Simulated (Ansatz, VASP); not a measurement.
**Two plane-wave programs on MgZnO4**

```
CELL_PARAMETERS angstrom
2.89175 0.00000 0.00000
0.00000 2.89175 0.00000
0.00000 0.00000 9.11515
ATOMIC_POSITIONS crystal
Mg 0.00000 0.00000 0.00000
Zn 0.50000 0.50000 0.50000
O 0.00000 0.00000 0.58811
O 0.50000 0.50000 0.08561
O 0.50000 0.50000 0.91439
O 0.00000 0.00000 0.41189
```

Change from the starting cell: species swapped into the PrDyC4 type (P4/mmm, No. 123).

Alike in both runs: functional PBE; k mesh 10 × 10 × 4; occupations gaussian, width 0.02 eV; no spin polarisation.

Ansatz relaxed the structure, and its values are those at the end. VASP's run is a single point on that final structure, the one shown.

|  | VASP | Ansatz |
| --- | --- | --- |
| version | VASP 6.6.1 | Ansatz 0.2.0 |
| potentials or method | VASP PAW PBE potentials, release 64 (Mg, Zn, O) | scalar-relativistic, plane waves, PAW |
| plane-wave cutoff (eV) | 520 | 420 |
| valence electrons in the cell | 38 | 46 |

Ansatz gave:

* gap on the k mesh at the Fermi level (eV): 0.90
* least direct gap on the mesh (eV): 1.17
* pressure (GPa): 0.0
* rms of the force components (eV/Å): 0.001

Estimate VASP's values.

gap on the k mesh at the Fermi level (eV): 0.89; least direct gap on the mesh (eV): 1.15; pressure (GPa): 0.3; rms of the force components (eV/Å): 0.062.

The two sets of potentials don't hold the same shells in valence.

A k mesh can miss the band edges.
